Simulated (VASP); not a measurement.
## A VASP 6.6.1 single-point calculation on SnO2

INCAR

```
NELM = 120
SIGMA = 0.02
ENCUT = 520
ISMEAR = -1
IBRION = -1
LREAL = .FALSE.
ISIF = 2
LCHARG = .FALSE.
NSW = 0
MAGMOM = -0.5 0.5 0.5
NBANDS = 20
GGA = PE
ISPIN = 2
LWAVE = .FALSE.
LASPH = .TRUE.
EDIFF = 1E-7
PREC = Accurate
```

KPOINTS

```
KPOINTS created by Atomic Simulation Environment
0
Gamma
8 8 8
0 0 0
```

POSCAR

```
Sn O
 1.0000000000000000
     0.0000000000000000    2.5334669715999998    2.5334669715999998
     2.4037534626000001    0.0000000000000000    2.5334669715999998
     2.4037534626000001    2.5334669715999998    0.0000000000000000
 Sn  O
   1   2
Cartesian
  0.0000000000000000  0.0000000000000000  0.0000000000000000
  1.2018767313000001  1.2667334857999999  1.2667334857999999
  3.6056301939000002  3.8002004573999999  3.8002004573999999
```

The recommended PBE PAW datasets give the neutral cell 26 valence electrons.

Command

```
mpirun -np 1 vasp_std
```

Q: How does this run end, and what does it give?

A: It converged. Results: pressure 24.2 GPa; magnetic moment of the cell 0.00 μB.

OSZICAR

```
N       E                     dE             d eps       ncg     rms          rms(c)
DAV:   1     0.239585814634E+03    0.23959E+03   -0.13279E+04  5212   0.203E+03
DAV:   2     0.400535237614E+01   -0.23558E+03   -0.22313E+03  5080   0.507E+02
DAV:   3    -0.201072083531E+02   -0.24113E+02   -0.23858E+02  5404   0.134E+02
DAV:   4    -0.207289178767E+02   -0.62171E+00   -0.62122E+00  5324   0.222E+01
DAV:   5    -0.207421689474E+02   -0.13251E-01   -0.13250E-01  5920   0.336E+00    0.122E+01
DAV:   6    -0.175806887762E+02    0.31615E+01   -0.10889E+01  7244   0.567E+01    0.431E+00
DAV:   7    -0.176160579835E+02   -0.35369E-01   -0.71150E-01  5176   0.647E+00    0.209E+00
DAV:   8    -0.176010633964E+02    0.14995E-01   -0.43260E-02  5840   0.238E+00    0.983E-01
DAV:   9    -0.176019682710E+02   -0.90487E-03   -0.73141E-03  5776   0.126E+00    0.211E-01
DAV:  10    -0.176019137086E+02    0.54562E-04   -0.19098E-03  6524   0.563E-01    0.817E-02
DAV:  11    -0.176020789969E+02   -0.16529E-03   -0.27690E-04  6068   0.241E-01    0.491E-02
DAV:  12    -0.176021194888E+02   -0.40492E-04   -0.11831E-04  5148   0.142E-01    0.986E-03
DAV:  13    -0.176021176431E+02    0.18457E-05   -0.61589E-06  5524   0.378E-02    0.478E-03
DAV:  14    -0.176021177293E+02   -0.86116E-07   -0.97871E-07  5168   0.103E-02
   1 F= -.17602118E+02 E0= -.17602118E+02  d E =-.101346E-06  mag=    -0.0000
```

For comparison, a separate PBE run of the intended cell, on usual settings and not on those above, gives a gap of 0.43 eV on its mesh and a pressure of 24.2 GPa.
